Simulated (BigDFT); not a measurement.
Runs of BigDFT 1.9.6 on SiS (silylene, thioxo-). The cell holds a molecule in a box, 2 atoms: a = 9.000 Å, b = 9.000 Å, c = 11.000 Å, α = 90.00°, β = 90.00°, γ = 90.00°. 

```tsv
level	largest force (eV/Å)
B3LYP	0.12
revPBE	0.42
HF	(a)
BLYP	0.41
LDA	0.53
PBEsol	0.48
B97-D	(b)
PBE0	0.21
BP86	0.41
```

Alike in all rows: task single point; potentials or basis GTH-PBE (S q6, Si q4); no spin polarisation; cell as given; smearing fixed; grid spacing 0.51 bohr.

**Question.** Estimate the missing entries.

**Answer.** (a) 1.29; (b) 0.18.

Caveats: the potentials were made for another functional, which shifts forces and pressure; boundaries are free: the box only frames the coordinates.

Runs at the PBE level aren't shown here.
